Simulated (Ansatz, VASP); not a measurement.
# Cross-check of Al32O47 (V_O) between VASP and Ansatz, part 2 of 2

Wanted: the spread between two codes on one cell, functional and k mesh. Of the first pair: The structure shown is the start of the Ansatz relaxation below; VASP solves that cell, so the two are compared at the walk's first step.

VASP 6.6.1 and Ansatz 0.2.0.

So far: The structure; Ansatz: relaxation, r2SCAN.

## 3. VASP: single point, r2SCAN, start cell, pair 1

Level of this step: r2SCAN, spin-polarised from a ferromagnetic start; plane waves and PAW (Al, O) (VASP).

The same cell, functional and mesh now go to VASP, with its own data sets.

Lines of VASP's logs that name or quote its potential files are left out, and so is its time.

Contents of INCAR:

```
SYSTEM = Al32O47
PREC = Accurate
ENCUT = 580
EDIFF = 1E-06
NELM = 200
ISMEAR = 0
SIGMA = 0.01
LREAL = Auto
ALGO = Normal
METAGGA = R2SCAN
LASPH = .TRUE.
NELECT = 377
NBANDS = 248
ISPIN = 2
MAGMOM = 0 0.02 0 0 -0 0 0 0 0 0 0 0 0 0 0 0 0.02 0 0 -0 0 0 0.01 0.01 0 -0 -0 -0 0 0 -0 0 0 0 -0 0 0 0 0 0.02 0 0.03 0 0.01 -0 0.01 0 0 0 0 0 0 0 -0 0 0 0.01 0.01 0.02 -0 0.01 -0 0 0.01 0.03 0 0 0.02 0 0 0 0 0 0 0 -0 0 0 0.02
LORBIT = 11
LWAVE = .FALSE.
LCHARG = .FALSE.
ISIF = 2
ISYM = 0
NUPDOWN = 1
GGA_COMPAT = .FALSE.
LMIXTAU = .TRUE.
NCORE = 2
```

Contents of POSCAR:

```
Al32O47
1.0
    4.7587332432      2.7474559189      8.6631914044
   -4.7587332432      2.7474559189      8.6631914044
    0.0000000000     -5.4949118379      8.6631914044
Al O
32 47
Direct
    0.3215839210      0.3242703502      0.3297785649
    0.4310376543      0.4229123827      0.4275573754
    0.0684273374      0.0737199224      0.0762138397
    0.1763806073      0.1813899236      0.1742149448
    0.3236123842      0.3186701026      0.8290780552
    0.4203926547      0.4270515696      0.9307426217
    0.0753804270      0.0790744773      0.5689474433
    0.1773394049      0.1798032959      0.6761138189
    0.3246211404      0.8278416147      0.3251187045
    0.4312543880      0.9245026707      0.4264362786
    0.0688070509      0.5774491362      0.0726108804
    0.1810026333      0.6715497769      0.1735074545
    0.3210320093      0.8291909828      0.8201205225
    0.4313851536      0.9270237784      0.9217790585
    0.0708179424      0.5802505742      0.5730696220
    0.1748302803      0.6821924031      0.6727898742
    0.8272391497      0.3254079106      0.3177777988
    0.9275127937      0.4241771626      0.4214623709
    0.5800436580      0.0721133168      0.0733406745
    0.6714553515      0.1738748235      0.1781050218
    0.8277541958      0.3206600014      0.8274473763
    0.9316646840      0.4235447965      0.9262120046
    0.5677995889      0.0761525727      0.5773306782
    0.6802460018      0.1787665370      0.6716455502
    0.8300095952      0.8234595328      0.3220735099
    0.9268992033      0.9309654114      0.4245342239
    0.5741768540      0.5696567435      0.0731482869
    0.6761855665      0.6817097256      0.1717072968
    0.8222235539      0.8191460542      0.8269056500
    0.9196134710      0.9279215644      0.9287435757
    0.5780544272      0.5706528777      0.5702584093
    0.6716917118      0.6818950574      0.6747547714
    0.2184202614      0.0344135194      0.3730459611
    0.4761399649      0.1191004098      0.2794333623
    0.0265165503      0.3812029582      0.2202105170
    0.3766951015      0.2226828964      0.0221868215
    0.1192405838      0.2818615924      0.4713916482
    0.2737550605      0.4775546750      0.1234005931
    0.2269152425      0.0265726405      0.8759233863
    0.4774678239      0.1234206618      0.7736556567
    0.0228745212      0.3737716854      0.7262496808
    0.3772067260      0.2161869838      0.5324014555
    0.1217534481      0.2843057410      0.9712071604
    0.2780243983      0.4660908341      0.6294218909
    0.2212801458      0.5231159342      0.3804019933
    0.4672241463      0.6307712418      0.2775625839
    0.0322729052      0.8729344417      0.2169604024
    0.3706413287      0.7208116188      0.0340829601
    0.1246082917      0.7810123893      0.4747626490
    0.2828844346      0.9709753262      0.1260082858
    0.2166724927      0.5306915653      0.8793218066
    0.4770470503      0.6234666885      0.7788377888
    0.0238185606      0.8743753775      0.7277065346
    0.3725720176      0.7276421410      0.5243022977
    0.1304784203      0.7732858322      0.9708262120
    0.2800166489      0.9712220248      0.6289611557
    0.7252121404      0.0296793524      0.3756724695
    0.9727483407      0.1201105077      0.2834794365
    0.5231369148      0.3793024183      0.2244072924
    0.8768770309      0.2224492996      0.0222234018
    0.7775933769      0.4676161361      0.1245065011
    0.7251132348      0.0320044112      0.8703334101
    0.9716010662      0.1227680273      0.7840631425
    0.5311554918      0.3694490122      0.7255356033
    0.8787784965      0.2157724319      0.5302664561
    0.6246589044      0.2746699651      0.9701717849
    0.7811780128      0.4759184141      0.6215133417
    0.7220890735      0.5223098568      0.3792801901
    0.9679283225      0.6230882324      0.2842123581
    0.5297537609      0.8785934448      0.2221305641
    0.8745527639      0.7186303866      0.0262454578
    0.6208737689      0.7757889454      0.4736502273
    0.7812877752      0.9674341622      0.1224206061
    0.7179858925      0.5334880534      0.8719707688
    0.9727858259      0.6244761150      0.7731146375
    0.5314833351      0.8786431601      0.7191009614
    0.8759977633      0.7245784752      0.5301132659
    0.6200878751      0.7824125864      0.9745632600
    0.7743537103      0.9778759400      0.6243828518
```

Contents of KPOINTS:

```
Points of the shifted mesh
1
Reciprocal
 0.2500000000  0.2500000000  0.2500000000 1
```

The projector-augmented-wave data sets are Al and O (PBE family, release 64).

The run is started by

```console
$ mpirun -np 8 vasp_std
```

Numbers of over 12 decimals in the logs are rounded to 6 here.

What it wrote:

```text
[banner, memory and clock lines left out]
running    8 mpi-ranks, on    1 nodes
[...]
|                                                                             |
|               ----> ADVICE to this user running VASP <----                  |
|                                                                             |
|     You enforced a specific xc type in the INCAR file but a different       |
|     [... a line on the potential file left out ...]
|     I HOPE YOU KNOW WHAT YOU ARE DOING!                                     |
|                                                                             |

 LDA part: xc-table for (None), standard interpolation
 POSCAR, INCAR and KPOINTS ok, starting setup
[...]
entering main loop
       N       E                     dE             d eps       ncg     rms          rms(c)
DAV:   1     0.198828899030E+04    0.19883E+04   -0.21876E+05   992   0.163E+03
DAV:   2    -0.775157779171E+03   -0.27634E+04   -0.26912E+04  1184   0.343E+02
DAV:   3    -0.931199942333E+03   -0.15604E+03   -0.15531E+03  1216   0.841E+01
DAV:   4    -0.932876197003E+03   -0.16763E+01   -0.16729E+01  1184   0.960E+00
DAV:   5    -0.932900826131E+03   -0.24629E-01   -0.24613E-01  1184   0.113E+00BRMIX: very serious problems
 the old and the new charge density differ
 old charge density:   378.00000 new  377.00000
    0.497E+01
DAV:   6    -0.807204646735E+03    0.12570E+03   -0.17947E+02  1128   0.245E+01    0.198E+01
DAV:   7    -0.762948352284E+03    0.44256E+02   -0.16658E+01  1168   0.113E+01    0.115E+01
DAV:   8    -0.819650289547E+03   -0.56702E+02   -0.17624E+01  1048   0.972E+00    0.469E+00
DAV:   9    -0.757324465272E+03    0.62326E+02   -0.12988E+01  1040   0.834E+00    0.173E+00
[...]
DAV:  19    -0.763141660920E+03   -0.33675E-04   -0.35223E-05  1160   0.199E-02    0.138E-02
DAV:  20    -0.763141663452E+03   -0.25321E-05   -0.28596E-05  1064   0.169E-02    0.279E-03
DAV:  21    -0.763141662754E+03    0.69766E-06   -0.53909E-06  1088   0.857E-03
   1 F= -.76314166E+03 E0= -.76314166E+03  d E =-.298533E-14  mag=     1.0000
```

OUTCAR, selected parts (step 3):

```text
  FREE ENERGIE OF THE ION-ELECTRON SYSTEM (eV)
  ---------------------------------------------------
  free  energy   TOTEN  =      -763.1416627544 eV

  energy  without entropy=     -763.1416627544  energy(sigma->0) =     -763.14166275

 magnetization (x)
# of ion       s       p       d       tot
------------------------------------------
    1        0.000  -0.000   0.000  -0.000
    2        0.018   0.029   0.000   0.047
    3        0.000   0.000   0.000   0.000
    4        0.000   0.000   0.000   0.000
    5       -0.000  -0.000   0.000  -0.000
    6        0.000   0.000   0.000   0.001
    7        0.001   0.001   0.000   0.001
    8        0.001   0.001   0.000   0.001
    9        0.000   0.000   0.000   0.001
   10       -0.000  -0.000   0.000  -0.000
   11        0.000   0.000   0.000   0.000
   12        0.000   0.000   0.000   0.000
   13        0.000  -0.000   0.000   0.000
[...]
--------------------------------------------------
tot          0.062   0.323   0.000   0.385
```

The run ends at a pressure of -2.80 GPa, with forces up to 3.1 eV/Å.

## 4. Side by side

Known differences besides the potentials themselves: VASP starts from the moments at which Ansatz ended; VASP keeps PBE cores, Ansatz makes them for the functional; fixed occupations in Ansatz, narrow Gaussian smearing in VASP; the cutoff is 500 eV in Ansatz and 580 eV in VASP (PREC = Accurate, projectors in real space). Total energies have different zeros and are not compared.

Forces on 10 of the 79 atoms, those with the largest forces and the largest differences (eV/Å; atoms numbered as in POSCAR):

```csv
atom,"Ansatz x, y, z","VASP x, y, z"
Al2,"-2.969, 0.243, -0.675","-2.978, 0.242, -0.707"
Al7,"1.008, -1.452, 0.492","1.019, -1.469, 0.517"
Al10,"-0.490, -0.567, -0.518","-0.515, -0.573, -0.550"
Al13,"1.021, -1.275, 0.404","1.036, -1.286, 0.441"
Al23,"2.267, -1.045, -0.952","2.284, -1.038, -0.937"
Al24,"1.183, -2.389, 1.483","1.192, -2.408, 1.468"
Al27,"-1.208, 0.770, 0.214","-1.212, 0.771, 0.251"
Al30,"1.281, 1.530, 0.073","1.302, 1.536, 0.050"
Al31,"-0.672, -1.120, 1.350","-0.689, -1.129, 1.368"
O65,"-1.541, 0.777, -1.041","-1.559, 0.798, -1.041"
```

The forces differ by 14 meV/Å r.m.s., which is 1.7 % of the r.m.s. force of 0.796 eV/Å (both taken over all components). Moments aren't recorded for both runs of this pair, so they may hold unlike magnetic states. The cell carries a charge of +1 e against a uniform background, so its pressure also hangs on how the neutralising background is counted, and in a defect's cell a gap may be the spacing between its levels.

## 5. Ansatz: relaxation, r2SCAN

This run makes the geometry at which the two programs are then compared.

The structure compared here is the end of the Ansatz relaxation.

Contents of input.yaml:

```yaml
crystal:
  lattice:
    - [2.37936662, 1.37372796, 4.3315957]
    - [-2.37936662, 1.37372796, 4.3315957]
    - [0.0, -2.74745592, 4.3315957]
  atoms:
    - { symbol: Al, position: [0.6480888, 0.6480888, 0.6480888] }
    - { symbol: Al, position: [0.8519112, 0.8519112, 0.8519112] }
    - { symbol: Al, position: [0.1480888, 0.1480888, 0.1480888] }
    - { symbol: Al, position: [0.3519112, 0.3519112, 0.3519112] }
    - { symbol: O, position: [0.44363392, 0.05636608, 0.75] }
    - { symbol: O, position: [0.94363392, 0.25, 0.55636608] }
    - { symbol: O, position: [0.05636608, 0.75, 0.44363392] }
    - { symbol: O, position: [0.75, 0.44363392, 0.05636608] }
    - { symbol: O, position: [0.25, 0.55636608, 0.94363392] }
    - { symbol: O, position: [0.55636608, 0.94363392, 0.25] }
  supercell: [2, 2, 2]
  defects: [{ vacancy: 48 }]
total_charge: 1
basis:
  ecutwfc: 500
  xc_grid: 2
hamiltonian:
  xc: r2scan
kpoints:
  mp_grid: { grid: [1, 1, 1], shift: [0.25, 0.25, 0.25] }
magnetization:
  spin_polarized: true
  initial_magnetization: 1
  spin_locking: { lock_magnetization: hard }
scf:
  occupations: { method: fixed }
  max_iter: 100
output:
  forces: true
  charged_corrections: { epsilon: [3.28, 3.28, 3.25], static_epsilon: [9.55, 9.55, 11.6] }
relax:
  f_tol: 0.02
  max_steps: 80
  random_displacement: { amplitude: 0.05, seed: 131 }
checkpoint:
  write: "../qp1_M1.relax.run"
  compress: false
  write_wavefunctions: true
  write_every: 100000
```

The run is started by

```console
$ ansatz run input.yaml --threads 4 --pin off --max-ram 6594MiB --backend cpu --events-out ev --progress --plain --runs-dir out
```

What it wrote:

```text
[...]
Crystal: 79 atoms, lattice volume = 679.597 Å³
Basis set: ecut = 500 eV, 17281 PW (Γ), exchange–correlation on 150×150×150 points (8 copies of the dense FFT grid, shifted against one another)
Bands: 268, of which v1, the nominal top of the filled ones, is band 189 counted from 1 (188 counted from 0)
Symmetry: 1 space group operations
k-points: 1
[...]
Starting moments: Σ|m| = 1 μB on 79 of 79 sites
[...]
- { symbol: O, position: [0.223094, 0.028680, 0.874682] }
    - { symbol: O, position: [0.475680, 0.128300, 0.770668] }
[...]
- { symbol: Al, position: [0.825154, 0.822743, 0.825170] }
    - { symbol: Al, position: [0.926191, 0.925785, 0.927769] }
    - { symbol: Al, position: [0.573851, 0.574062, 0.573520] }
    - { symbol: Al, position: [0.676140, 0.673478, 0.676824] }
[...]
- { symbol: O, position: [0.527575, 0.871136, 0.725024] }
    - { symbol: O, position: [0.872464, 0.724684, 0.528828] }
    - { symbol: O, position: [0.625099, 0.779134, 0.971321] }
    - { symbol: O, position: [0.774467, 0.979871, 0.622130] }
```

## 6. VASP: single point, r2SCAN, relaxed cell, pair 2

The same cell, functional and mesh now go to VASP, with its own data sets.

INCAR is that of step 3.

Contents of POSCAR:

```
Al32O47
1.0
    4.7587332412      2.7474559178      8.6631914000
   -4.7587332425      2.7474559200      8.6631914000
    0.0000000012     -5.4949118378      8.6631914000
Al O
32 47
Direct
    0.3231714653      0.3233431697      0.3227684938
    0.4144694814      0.4340949288      0.4223509679
    0.0741159850      0.0750433605      0.0733706717
    0.1800292104      0.1752900259      0.1737006799
    0.3245072453      0.3257419974      0.8216059806
    0.4262029247      0.4257165949      0.9264458519
    0.0748670981      0.0734504087      0.5742295451
    0.1752972304      0.1762301042      0.6770233977
    0.3235309519      0.8249443369      0.3247582172
    0.4260548889      0.9254787838      0.4268262710
    0.0753455375      0.5747271282      0.0727815536
    0.1748636784      0.6776442098      0.1757821803
    0.3239611403      0.8227097151      0.8246860409
    0.4250414045      0.9252835537      0.9277059629
    0.0701811552      0.5767701804      0.5751595035
    0.1760897568      0.6770964307      0.6754103930
    0.8358382205      0.3281852843      0.3162457974
    0.9270189890      0.4277059704      0.4271173438
    0.5740238824      0.0736509571      0.0770075577
    0.6763437964      0.1769464258      0.1763985443
    0.8241307502      0.3236462156      0.8250045064
    0.9266620974      0.4257089769      0.9255023059
    0.5704215402      0.0645038759      0.5801886730
    0.6797203152      0.1702473913      0.6860202722
    0.8239876113      0.8240253694      0.3247492954
    0.9256586097      0.9288730078      0.4247163168
    0.5747208745      0.5746448907      0.0731978123
    0.6754503446      0.6773061825      0.1757973810
    0.8251544539      0.8227426142      0.8251695198
    0.9261909294      0.9257847346      0.9277687502
    0.5738510797      0.5740624973      0.5735201981
    0.6761397738      0.6734780116      0.6768237916
    0.2220057787      0.0289156090      0.3748065535
    0.4718366504      0.1251142293      0.2790216192
    0.0316301009      0.3746782941      0.2212754372
    0.3777190164      0.2216423302      0.0257754374
    0.1250843746      0.2777904715      0.4726743547
    0.2785828416      0.4720569338      0.1248342281
    0.2230941478      0.0286802989      0.8746824465
    0.4756797135      0.1282996086      0.7706681485
    0.0281726253      0.3756551679      0.7215517053
    0.3774600989      0.2228310482      0.5277458091
    0.1262222323      0.2787411903      0.9708680044
    0.2787242346      0.4728058941      0.6231801655
    0.2185900771      0.5291712429      0.3758065991
    0.4715265015      0.6250518615      0.2786037617
    0.0268841673      0.8767166682      0.2224165681
    0.3745048979      0.7216869653      0.0294776319
    0.1239509888      0.7796065453      0.4717319510
    0.2786130905      0.9728751003      0.1246644890
    0.2233162322      0.5280601910      0.8737359321
    0.4720977401      0.6237408068      0.7780779583
    0.0270727795      0.8757846962      0.7217809555
    0.3749342714      0.7221866702      0.5281448485
    0.1250881840      0.7782875394      0.9721763051
    0.2786728198      0.9722270866      0.6253746910
    0.7194948252      0.0333005746      0.3768475477
    0.9714196025      0.1273219427      0.2776474204
    0.5282713558      0.3755482097      0.2242625618
    0.8752611424      0.2223118867      0.0282702932
    0.7786620549      0.4718450875      0.1254153529
    0.7226136871      0.0254242413      0.8793562049
    0.9714791737      0.1251110966      0.7782196500
    0.5307104405      0.3736041005      0.7171424577
    0.8726817074      0.2227260747      0.5275910422
    0.6249114211      0.2784325937      0.9723214565
    0.7783523850      0.4714414992      0.6253378878
    0.7219166209      0.5261744704      0.3748949334
    0.9715914860      0.6256353923      0.2784137512
    0.5281995886      0.8749547133      0.2225978450
    0.8756863053      0.7209765396      0.0287772981
    0.6252654225      0.7781450478      0.4720191909
    0.7780861495      0.9723909433      0.1267224326
    0.7219676989      0.5278635908      0.8755179331
    0.9715526785      0.6258087802      0.7775800581
    0.5275747815      0.8711362537      0.7250236783
    0.8724641196      0.7246838983      0.5288278244
    0.6250987751      0.7791341294      0.9713207445
    0.7744665882      0.9798709916      0.6221304593
```

KPOINTS is that of step 3.

The run is started by

```console
$ mpirun -np 8 vasp_std
```

What it wrote:

```text
[banner, memory and clock lines left out]
running    8 mpi-ranks, on    1 nodes
[...]
[... a notice as in an earlier step ...]

 LDA part: xc-table for (None), standard interpolation
 POSCAR, INCAR and KPOINTS ok, starting setup
[...]
entering main loop
       N       E                     dE             d eps       ncg     rms          rms(c)
DAV:   1     0.199120883617E+04    0.19912E+04   -0.21878E+05   992   0.163E+03
DAV:   2    -0.776213900393E+03   -0.27674E+04   -0.26957E+04  1184   0.343E+02
DAV:   3    -0.932534726993E+03   -0.15632E+03   -0.15560E+03  1224   0.841E+01
DAV:   4    -0.934224425851E+03   -0.16897E+01   -0.16862E+01  1192   0.962E+00
DAV:   5    -0.934249461994E+03   -0.25036E-01   -0.25020E-01  1184   0.113E+00BRMIX: very serious problems
 the old and the new charge density differ
 old charge density:   378.00000 new  377.00000
    0.495E+01
DAV:   6    -0.809560915649E+03    0.12469E+03   -0.17878E+02  1128   0.243E+01    0.197E+01
DAV:   7    -0.765557596917E+03    0.44003E+02   -0.16426E+01  1176   0.111E+01    0.115E+01
DAV:   8    -0.822727409362E+03   -0.57170E+02   -0.17953E+01  1040   0.961E+00    0.475E+00
DAV:   9    -0.760108674886E+03    0.62619E+02   -0.13182E+01  1040   0.837E+00    0.169E+00
[...]
DAV:  21    -0.765760960344E+03   -0.34572E-04   -0.21643E-05  1056   0.166E-02    0.232E-03
DAV:  22    -0.765760962094E+03   -0.17505E-05   -0.13030E-06   744   0.392E-03    0.193E-03
DAV:  23    -0.765760961839E+03    0.25513E-06   -0.24627E-07   664   0.161E-03
   1 F= -.76576096E+03 E0= -.76576096E+03  d E =-.231093E-12  mag=     1.0000
```

Parts of OUTCAR (step 6):

```text
  FREE ENERGIE OF THE ION-ELECTRON SYSTEM (eV)
  ---------------------------------------------------
  free  energy   TOTEN  =      -765.7609618389 eV

  energy  without entropy=     -765.7609618389  energy(sigma->0) =     -765.76096184

 magnetization (x)
# of ion       s       p       d       tot
------------------------------------------
    1        0.000  -0.000   0.000   0.000
    2        0.015   0.023   0.000   0.038
    3        0.000   0.000   0.000   0.000
    4        0.000   0.000   0.000   0.000
    5       -0.000  -0.000   0.000  -0.000
    6        0.001   0.001   0.000   0.001
    7        0.001   0.001   0.000   0.002
    8        0.001   0.001   0.000   0.002
    9        0.000   0.000   0.000   0.001
   10        0.000  -0.000   0.000   0.000
   11        0.000   0.000   0.000   0.000
   12        0.000   0.000   0.000   0.000
   13        0.000   0.000   0.000   0.000
[...]
--------------------------------------------------
tot          0.073   0.262   0.000   0.335
```

The run ends at a pressure of -3.23 GPa, with forces up to 0.035 eV/Å.

## 7. Comparison

Compared:

```
                             quantity  Ansatz  VASP  difference
total moment, fixed by the input (μB)    1.00  1.00        0.00
```

At this near-relaxed geometry the largest component of a force difference is 25 meV/Å. The cell carries a charge of +1 e against a uniform background, so its pressure also hangs on how the neutralising background is counted, and in a defect's cell a gap may be the spacing between its levels.

## 8. Outcome

```
r.m.s. force difference (single point, r2SCAN, start cell, pair 1)                          : 1.7 % of the r.m.s. force
difference in total moment, fixed by the input (single point, r2SCAN, relaxed cell, pair 2) : 0 μB
r.m.s. force difference (single point, r2SCAN, relaxed cell, pair 2)                        : 10 meV/Å
```

The r.m.s. force difference is 10 meV/Å (single point, r2SCAN, relaxed cell, pair 2), within the 12 meV/Å picked in this series as the mark of a large difference. Such differences can come from data sets, numerical settings and the points named under the comparisons, not from the functional's error against experiment.

[Lines on the potential files, build, host, timing and source positions are cut from VASP's logs without a mark.]

[Logs are printed without paths, hosts, clocks, repeated set-up lines and the standing remarks that a program may print on its own settings, such as how far it seeks lower states.]

[Hosts, paths, dates, database ids (printed as entryN), source tags and the programs' standing remarks are cut or masked in the printed files.]
